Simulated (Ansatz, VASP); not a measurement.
One calculation of Sc, two programs

```
Sc
1.0
     0.00000    2.23644    2.33861
     2.23644    0.00000    2.33861
     2.23644    2.23644    0.00000
Sc
1
Direct
  0.00000 0.00000 0.00000
```

Change from the starting cell: strain -0.015 along x and y, +0.030 along z, atoms carried along.

Alike in both runs: task single point; functional LDA; k mesh 18 × 18 × 18; occupations gaussian, width 0.15 eV; no spin polarisation.

|  | VASP | Ansatz |
| --- | --- | --- |
| version | VASP 6.6.1 | Ansatz 0.2.0 |
| potentials or method | VASP PAW LDA potentials, release 64 (Sc_sv) | scalar-relativistic, plane waves, PAW |
| plane-wave cutoff (eV) | 520 | 420 |
| valence electrons in the cell | 11 | 11 |

```tsv
	VASP	Ansatz	Ansatz less VASP
gap on the k mesh at the Fermi level (eV)	none	none	-
pressure (GPa)	-2.3	-2.4	-0.05
largest component of the traceless stress (GPa)	1.01	1.00	-0.001
```

A gap of «none» marks a metal or a gap that the smearing closes.
